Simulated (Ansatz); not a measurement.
Set up this calculation in Ansatz 0.2.0, as the native input.

| Item | Value |
| --- | --- |
| Task | relaxation of cell and atoms |
| Functional | RPBE |
| Potentials or basis | Ansatz PAW |
| Cutoff | 420 eV (not typed: the program's choice for these potentials) |
| k mesh | 7 × 7 × 4 |
| Occupations | fermi-dirac, width 0.05 eV |
| Spin | no spin polarisation |

BaTiO3:

```xyz
10
Lattice="3.9998 0.0000 0.0000 0.0000 3.9998 0.0000 0.0000 0.0000 8.0360" Properties=species:S:1:pos:R:3 pbc="T T T"
Ba    3.9971    0.0060    0.0165
Ba    0.0027    3.9938    4.0015
Ti    1.9573    1.9913    1.9280
Ti    2.0425    2.0085    5.9633
O     2.0111    2.0083    0.0866
O     1.9887    1.9915    4.0600
O     2.0226    0.0067    2.0741
O     1.9772    3.9931    6.0825
O     0.0311    1.9987    2.1106
O     3.9687    2.0011    6.0460
```

One way to write it, as run:

input.yaml

```yaml
crystal:
  lattice:
    - [3.9998, 0.0, 0.0]
    - [0.0, 3.9998, 0.0]
    - [0.0, 0.0, 8.036]
  atoms:
    - { symbol: Ba, position: [0.99933387, 0.00148967, 0.00205798] }
    - { symbol: Ba, position: [0.00066613, 0.99851033, 0.49794202] }
    - { symbol: Ti, position: [0.48935347, 0.49786156, 0.23992239] }
    - { symbol: Ti, position: [0.51064653, 0.50213844, 0.74207761] }
    - { symbol: O, position: [0.50279005, 0.50209599, 0.01077264] }
    - { symbol: O, position: [0.49720995, 0.49790401, 0.50522736] }
    - { symbol: O, position: [0.50567457, 0.00167772, 0.25809841] }
    - { symbol: O, position: [0.49432543, 0.99832228, 0.75690159] }
    - { symbol: O, position: [0.00776503, 0.499712, 0.26264036] }
    - { symbol: O, position: [0.99223497, 0.500288, 0.75235964] }
hamiltonian:
  xc: rpbe
  pseudopotentials: { kind: paw }
kpoints:
  mp_grid: { grid: [7, 7, 4] }
scf:
  occupations: { method: fermi_dirac, width: 0.05 }
output:
  forces: true
  stress: true
  eigenvalues: true
  write_density: true
  write_potential: true
  elf: true
  volumetric_format: npy
relax:
  f_tol: 0.01
  max_steps: 40
  cell: { stress_tol: 0.05 }
```

Potentials or basis: Ansatz PAW.

Command:

```sh
$ ansatz run input.yaml --threads 4 --pin off --max-ram 11264MiB --backend cpu --events-out ev --progress --plain --runs-dir out
```

Results of the run:

```
Relaxed volume                         : 14.10 Å³/atom
Relaxed cell                           : a = 3.969 Å, b = 4.130 Å, c = 8.605 Å, α = 90.00°, β = 90.00°, γ = 89.95°
Space group after relaxing (to 0.05 Å) : Pmc2_1 (No. 26)
Energy gained by relaxing              : 34.0 meV/atom
Ionic steps                            : 20
Pressure after relaxing                : 0.0 GPa
Largest force after relaxing           : 0.008 eV/Å
Band gap on the k mesh                 : 2.62 eV
```

Caveat: odd divisions of the mesh miss points on the zone boundary, where band edges often lie, so the gap on the mesh can be too wide; the plane-wave basis is chosen anew once the cell has moved, so the energies of steps on either side of that aren't comparable; the pressure holds a Pulay correction of +0.4 GPa for the finite cutoff; spin-orbit coupling is left out, which moves the levels of the heavy elements; the PAW data sets come from PBE, with cores solved anew for the run's functional, which leaves a small shift of forces and pressure.

Run time: 12 min on 4 threads of Arm Neoverse V1, with other jobs on the host, peak memory 0.84 GiB.
